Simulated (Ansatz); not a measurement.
System: chalcopyrite CuInS₂. Method: r²SCAN+rVV10 in Ansatz (plane waves, PAW).

Numerical settings: plane-wave cutoff 500 eV, 10×10×10 k mesh, Fermi–Dirac smearing 0.05 eV, no spin polarisation, scalar-relativistic PAW data made under PBE.

Cell (relaxed at this level):

```
CELL_PARAMETERS angstrom
     -2.74908     2.74908     5.54191
      2.74908    -2.74908     5.54191
      2.74908     2.74908    -5.54191
ATOMIC_POSITIONS crystal
  In 0.50000 0.50000 0.00000
  In 0.25000 0.75000 0.50000
  Cu 0.00000 0.00000 0.00000
  Cu 0.75000 0.25000 0.50000
  S  0.87500 0.90428 0.52928
  S  0.09572 0.62500 0.97072
  S  0.37500 0.34572 0.47072
  S  0.65428 0.12500 0.02928
```

### Question
What does this level give for the band gap?

### Answer

- band gap = 0.36 eV (on the SCF k mesh)

Measured, for comparison: band gap 1.55 eV (temperature not stated, not corrected to a static lattice, direct or pseudo-direct at Γ; as tabulated in Ghosh et al. (2024), arXiv:2401.16805).

Spin–orbit coupling is not included.

The computed numbers hold no vibrational or temperature effects.

The result took about 15 core-minutes (a rough figure).

Ansatz is an electronic-structure program.
